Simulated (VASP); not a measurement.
# KBr (Fm-3m) in VASP: single point with LDA

Aim: the single point of KBr with LDA.

Everything below comes from runs of VASP 6.6.1. Logs are shortened: lines on timing, memory, paths and dates and some standing lists are left out, and cuts for length are marked.

## Step 1: The structure

Symmetry: Fm-3m, No. 225, cubic system. Conventional cell: a = 6.600 Å, b = 6.600 Å, c = 6.600 Å, α = 90.00°, β = 90.00°, γ = 90.00°. K (site symmetry m-3m) is surrounded by 6 Br at 3.30 Å. Br (site symmetry m-3m) is surrounded by 6 K at 3.30 Å.

## Step 2: Single point, LDA

Contents of INCAR:

```
  ALGO = Normal
  EDIFF = 1E-6
  ENCUT = 520
  GGA = CA
  ISIF = 2
  ISMEAR = 0
  KPAR = 4
  LASPH = True
  LCHARG = False
  LREAL = False
  LWAVE = False
  NBANDS = 15
  NELM = 80
  PREC = Accurate
  SIGMA = 0.03
```

Contents of KPOINTS:

```
k-points
0
Gamma
  6 6 6
```

Contents of POSCAR:

```
KBr
1.0
    0.0000000000      3.3000000000      3.3000000000
    3.3000000000      0.0000000000      3.3000000000
    3.3000000000      3.3000000000      0.0000000000
K Br
1 1
Direct
    0.0000000000      0.0000000000      0.0000000000
    0.5000000000      0.5000000000      0.5000000000
```

Potentials or basis: VASP PAW LDA potentials, release 64 (K_sv, Br).

Started as:

```bash
cat potpaw_LDA.64/K_sv/POTCAR potpaw_LDA.64/Br/POTCAR > POTCAR
mpirun -np 4 vasp_std > vasp.out
```

OUTCAR:

```text
EDIFF = 1E-6
   ENCUT = 520
   GGA = CA
   ISIF = 2
   ISMEAR = 0
   LASPH = True
   LREAL = False
   NELM = 80
   PREC = Accurate

 ion  position               nearest neighbor table
   1  0.000  0.000  0.000-   2 3.30   2 3.30   2 3.30   2 3.30   2 3.30   2 3.30
   2  0.500  0.500  0.500-   1 3.30   1 3.30   1 3.30   1 3.30   1 3.30   1 3.30

  LATTYP: Found a face centered cubic cell.
 ALAT       =     6.6000000000

  Lattice vectors:

 A1 = (   0.0000000000,   3.3000000000,   3.3000000000)
 A2 = (   3.3000000000,   0.0000000000,   3.3000000000)
 A3 = (   3.3000000000,   3.3000000000,   0.0000000000)

Analysis of symmetry for initial positions (statically):
=====================================================================
 Subroutine PRICEL returns:
 Original cell was already a primitive cell.

 Routine SETGRP: Setting up the symmetry group for a
 face centered cubic supercell.

 Subroutine GETGRP returns: Found 48 space group operations
 (whereof 48 operations were pure point group operations)
 out of a pool of 48 trial point group operations.

The static configuration has the point symmetry O_h .

Analysis of symmetry for dynamics (positions and initial velocities):
=====================================================================
 Subroutine PRICEL returns:
 Original cell was already a primitive cell.

 Routine SETGRP: Setting up the symmetry group for a
 face centered cubic supercell.

 Subroutine GETGRP returns: Found 48 space group operations
 (whereof 48 operations were pure point group operations)
 out of a pool of 48 trial point group operations.

The dynamic configuration has the point symmetry O_h .

 Subroutine INISYM returns: Found 48 space group operations
 (whereof 48 operations are pure point group operations),
 and found     1 'primitive' translations

----------------------------------------------------------------------------------------

                                     Primitive cell

  volume of cell :      71.8740

  direct lattice vectors                    reciprocal lattice vectors
     0.000000000  3.300000000  3.300000000    -0.151515152  0.151515152  0.151515152
     3.300000000  0.000000000  3.300000000     0.151515152 -0.151515152  0.151515152
     3.300000000  3.300000000  0.000000000     0.151515152  0.151515152 -0.151515152

  length of vectors
     4.666904756  4.666904756  4.666904756     0.262431941  0.262431941  0.262431941

  position of ions in fractional coordinates (direct lattice)
     0.000000000  0.000000000  0.000000000
     0.500000000  0.500000000  0.500000000

  ion indices of the primitive-cell ions
   primitive index   ion index
                 1           1
                 2           2

----------------------------------------------------------------------------------------

 KPOINTS: k-points

Automatic generation of k-mesh.
 Grid dimensions read from file:
 generate k-points for:    6    6    6

 Generating k-lattice:

  Cartesian coordinates                     Fractional coordinates (reciprocal lattice)
    -0.025252525  0.025252525  0.025252525     0.166666667  0.000000000  0.000000000
     0.025252525 -0.025252525  0.025252525     0.000000000  0.166666667  0.000000000
     0.025252525  0.025252525 -0.025252525     0.000000000  0.000000000  0.166666667

  Length of vectors
     0.043738657  0.043738657  0.043738657

  Shift w.r.t. Gamma in fractional coordinates (k-lattice)
     0.000000000  0.000000000  0.000000000

 Subroutine IBZKPT returns following result:
 ===========================================

 Found     16 irreducible k-points:

 Following reciprocal coordinates:
            Coordinates               Weight
  0.000000  0.000000  0.000000      1.000000
  0.166667  0.000000  0.000000      8.000000
  0.333333  0.000000  0.000000      8.000000
  0.500000  0.000000  0.000000      4.000000
  0.166667  0.166667  0.000000      6.000000
  0.333333  0.166667  0.000000     24.000000
[... 8 lines left out ...]
 -0.333333  0.333333  0.166667     24.000000
 -0.333333  0.500000  0.166667     12.000000
   k-points           NKPTS =     16   k-points in BZ     NKDIM =     16   number of bands    NBANDS=     15
   number of dos      NEDOS =    301   number of ions     NIONS =      2
   total plane-waves  NPLWV =  46656
   dimension x,y,z NGX =    36 NGY =   36 NGZ =   36
   dimension x,y,z NGXF=    72 NGYF=   72 NGZF=   72
   ions per type =               1   1
   NGX,Y,Z   is equivalent  to a cutoff of  12.82, 12.82, 12.82 a.u.
   NGXF,Y,Z  is equivalent  to a cutoff of  25.65, 25.65, 25.65 a.u.
 SYSTEM =  unknown system
   PREC   = accura    normal or accurate (medium, high low for compatibility)
   ISTART =      0    job   : 0-new  1-cont  2-samecut
   ICHARG =      2    charge: 1-file 2-atom 10-const
   ISPIN  =      1    spin polarized calculation?
   LNONCOLLINEAR =      F non collinear calculations
   LSORBIT =      F    spin-orbit coupling
   LASPH  =      T    aspherical Exc in radial PAW
   ENCUT  =  520.0 eV  38.22 Ry    6.18 a.u.   8.68  8.68  8.68*2*pi/ulx,y,z
   NELM   =     80;   NELMIN=  2; NELMDL= -5     # of ELM steps
   EDIFF  = 0.1E-05   stopping-criterion for ELM
   LREAL  =      F    real-space projection
   EDIFFG = 0.1E-04   stopping-criterion for IOM
   NSW    =      0    number of steps for IOM
   IBRION =     -1    ionic relax: 0-MD 1-quasi-New 2-CG
   NFREE  =      0    steps in history (QN), initial steepest desc. (CG)
   ISIF   =      2    stress and relaxation
   ISYM   =      2    0-nonsym 1-usesym 2-fastsym
   POTIM  = 0.5000    time-step for ionic-motion
   TEBEG  =    0.0;   TEEND  =   0.0 temperature during run
   PSTRESS=    0.0 pullay stress
   NELECT =      16.0000    total number of electrons
   NUPDOWN=      -1.0000    fix difference up-down
   EMIN   =  10.00;   EMAX   =-10.00  energy-range for DOS
   EFERMI =   0.00;   METHOD = LEGACY
   ISMEAR =     0;   SIGMA  =   0.03  broadening in eV -4-tet -1-fermi 0-gaus
   EFERMI_NEDOS =   21; number of points for ismear=-14 and -15
   IALGO  =     38    algorithm
   IMIX   =      4    mixing-type and parameters
     AMIX     =   0.40;   BMIX     =  1.00
     AMIX_MAG =   1.60;   BMIX_MAG =  1.00
  volume/ion in A,a.u.               =      35.94       242.51
  Fermi-wavevector in a.u.,A,eV,Ry     =   0.992181  1.874950 13.393889  0.984423
  Thomas-Fermi vector in A             =   2.123975
   LORBIT       =      0    0 simple, 1 ext, 2 COOP (PROOUT), +10 PAW based schemes
   GGA     = CA    functional components
   LHFCALC =     F    Hartree Fock is set to
   AEXX    =    0.0000 exact exchange contribution
   IVDW    =     0    specifies the selected vdW correction
   LEPSILON=     F    determine dielectric tensor
   LRPA    =     F    only Hartree local field effects (RPA)
 non-spin polarized calculation
 Gauss-broadening in eV      SIGMA  =   0.03
  energy-cutoff  :      520.00
  volume of cell :       71.87
 maximum number of plane-waves:      1964
   NGX = 17   NGY = 17   NGZ = 17

 number of electron      15.9999997 magnetization

 Free energy of the ion-electron system (eV)
  ---------------------------------------------------
  ext. energy  EPLUGINS =         0.00000000
  ---------------------------------------------------
  free energy    TOTEN  =        -6.79736157 eV

  energy without entropy =       -6.79736157  energy(sigma->0) =       -6.79736157

 E-fermi :  -1.7784     XC(G=0):  -7.8862

 val. band max:       -1.9136210645   @ k =   0.0000   0.0000   0.0000
 cond. band min:       2.1244255250   @ k =   0.0000   0.0000   0.0000
 fundamental gap:      4.0380465895
 Fermi energy:        -1.7784484802

 k-point     1 :       0.0000    0.0000    0.0000
  band No.  band energies     occupation
      1     -29.3221      2.00000
      2     -14.2373      2.00000
      3     -13.0368      2.00000
      4     -13.0368      2.00000
      5     -13.0368      2.00000
      6      -1.9136      2.00000
      7      -1.9136      2.00000
      8      -1.9136      2.00000
      9       2.1244      0.00000
     10       5.4322      0.00000
     11       5.4322      0.00000
     12       5.4322      0.00000
     13       6.3056      0.00000
     14       6.3056      0.00000
     15       9.2778      0.00000

 k-point     2 :       0.1667    0.0000    0.0000
  band No.  band energies     occupation
      1     -29.3206      2.00000
      2     -14.2818      2.00000
      3     -13.0384      2.00000
      4     -13.0384      2.00000
      5     -12.9751      2.00000
      6      -2.3105      2.00000
      7      -2.0074      2.00000
      8      -2.0074      2.00000
      9       2.8052      0.00000
     10       5.2728      0.00000
     11       5.7601      0.00000
     12       5.7601      0.00000
     13       6.6659      0.00000
     14       6.6659      0.00000
     15      10.2268      0.00000

 k-point     3 :       0.3333    0.0000    0.0000
  band No.  band energies     occupation
      1     -29.3174      2.00000
      2     -14.3603      2.00000
      3     -13.0415      2.00000
      4     -13.0415      2.00000
      5     -12.8614      2.00000
      6      -2.9147      2.00000
      7      -2.1827      2.00000
      8      -2.1827      2.00000
      9       3.9333      0.00000
     10       5.5068      0.00000
     11       6.6359      0.00000
     12       6.6359      0.00000
     13       7.5629      0.00000
     14       7.5629      0.00000
     15       9.3184      0.00000
[... 199 lines left out ...]
 k-point    15 :      -0.3333    0.3333    0.1667
  band No.  band energies     occupation
      1     -29.3144      2.00000
      2     -14.2725      2.00000
      3     -13.0906      2.00000
      4     -13.0767      2.00000
      5     -12.9236      2.00000
      6      -2.7896      2.00000
      7      -2.4705      2.00000
      8      -2.3307      2.00000
      9       4.9827      0.00000
     10       5.3785      0.00000
     11       6.3404      0.00000
     12       6.9789      0.00000
     13       8.1991      0.00000
     14       8.5076      0.00000
     15       8.9366      0.00000

 k-point    16 :      -0.3333    0.5000    0.1667
  band No.  band energies     occupation
      1     -29.3140      2.00000
      2     -14.2041      2.00000
      3     -13.1213      2.00000
      4     -13.0912      2.00000
      5     -12.9806      2.00000
      6      -2.6583      2.00000
      7      -2.4169      2.00000
      8      -2.3858      2.00000
      9       4.3831      0.00000
     10       5.6892      0.00000
     11       6.0792      0.00000
     12       7.0726      0.00000
     13       7.9018      0.00000
     14       8.7011      0.00000
     15       9.1530      0.00000

------------------------ aborting loop because EDIFF is reached ----------------------------------------

  FORCE on cell =-STRESS in cart. coord.  units (eV):
  Direction    XX          YY          ZZ          XY          YZ          ZX
  --------------------------------------------------------------------------------------
  -------------------------------------------------------------------------------------
  Total       -0.7212364     -0.7212364     -0.7212364     -0.0000000     -0.0000000     -0.0000000
  in kB      -16.0774220    -16.0774220    -16.0774220     -0.0000000     -0.0000000     -0.0000000
  external PRESSURE =     -16.0774220 kB  Pullay stress =       0.0000000 kB

 VOLUME and BASIS-vectors are now :
 -----------------------------------------------------------------------------
  energy-cutoff  :      520.00
  volume of cell :       71.87
      direct lattice vectors                 reciprocal lattice vectors
     0.000000000  3.300000000  3.300000000    -0.151515152  0.151515152  0.151515152
     3.300000000  0.000000000  3.300000000     0.151515152 -0.151515152  0.151515152
     3.300000000  3.300000000  0.000000000     0.151515152  0.151515152 -0.151515152

 POSITION                                       TOTAL-FORCE (eV/Angst)
 -----------------------------------------------------------------------------------
      0.00000      0.00000      0.00000         0.000000      0.000000      0.000000
      3.30000      3.30000      3.30000        -0.000000     -0.000000     -0.000000
 -----------------------------------------------------------------------------------
    total drift:                                0.000000      0.000000      0.000000

  FREE ENERGIE OF THE ION-ELECTRON SYSTEM (eV)
  ---------------------------------------------------
  free  energy   TOTEN  =        -6.7973615673 eV

  energy  without entropy=       -6.7973615673  energy(sigma->0) =       -6.79736157
```

It took 7.1 s on 4 MPI ranks of Intel Xeon Platinum 8259CL at 2.50GHz (Skylake/Cascade Lake), shared host; peak memory 0.16 GiB.

Results:

| Quantity | Value |
| --- | --- |
| Free energy | -6.7974 eV |
| Pressure | -1.6 GPa |
| Band gap on the k mesh | 4.04 eV, direct |
